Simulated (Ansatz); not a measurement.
# What strain does to SnSe2 (CdI2 type)

SnSe2 (CdI2 type), relaxed with r2SCAN+rVV10 in Ansatz 0.2.0. The symmetry is P-3m1 (No. 164, trigonal); a = 3.825 Å, c = 6.227 Å in the conventional setting, 26.30 Å³ an atom. Around Sn lie 6 Se at 2.71 Å; around Se lie 3 Sn at 2.71 Å.

The axes x, y and z are those of this cell:
```
CELL_PARAMETERS angstrom
3.82515 0.00000 0.00000
-1.91257 3.31268 0.00000
0.00000 0.00000 6.22708
ATOMIC_POSITIONS crystal
Sn 0.00000 0.00000 0.00000
Se 0.33333 0.66667 0.25308
Se 0.66667 0.33333 0.74692
```

Unstrained: PBE gives an indirect gap of 0.669 eV, from Γ–K (0.25 of the way from Γ) to k = (1/2, 0, 0.350); the least direct gap is 1.132 eV at Γ. With r2SCAN the valence top lies at Γ–K (0.25 of the way from Γ) and the conduction bottom at k = (1/2, 0, 0.350), 0.956 eV higher; the smallest vertical gap, at k = (0, 0.417, 1/4), is 1.491 eV. HSE06 gives an indirect gap of 1.337 eV, from Γ–K (0.25 of the way from Γ) to k = (1/2, 0, 0.350); the least direct gap is 1.884 eV at k = (0, -1/2, 1/4). Meshes: PBE 12×12×4, r2SCAN 12×12×4, HSE06 6×6×4. Strains are changes of length per length, and xy shears are angles. After each strain the atoms were relaxed again with r2SCAN+rVV10 within the symmetry that the strain leaves, so tilts or polar shifts that break it weren't tested; points keep the names that they have in the unstrained zone. Spin-unpolarised throughout; all numbers are computed.

Changes of the least gap in eV (an overlap counts as a negative gap):

| strain | volume change (%) | space group | PBE | r2SCAN | HSE06 |
| --- | --- | --- | --- | --- | --- |
| xy shear, engineering strain (angle) +5.25 % | -0.1 | P-1 | -0.328 | -0.343 | – |

Xy shear, engineering strain (angle) +5.25 %. r2SCAN: the gap goes from 0.956 to 0.613 eV (-0.343 eV); the edges go from Γ–K (0.25) → (1/2, 0, 0.350) to (0.174, 0, 0.120) → (0.458, -0.461, 0.323). Stress change with PBE, compression positive: xx +0.04, yy +0.31, zz +0.01, xy -1.98, xz +0.19 GPa.

Spin-orbit coupling is left out, which matters wherever the heavy atoms make up the band edges.

Where an edge lies off the special points, it is a point of the mesh or the k point where a search put PBE's edge or least direct gap, reused for the other functionals, whose own edges may lie a little apart.

Coordinates of k points refer to the reciprocal vectors of the primitive cell of the runs.

The meshes of the hybrids are coarse, so their gaps aren't converged to the digits shown.
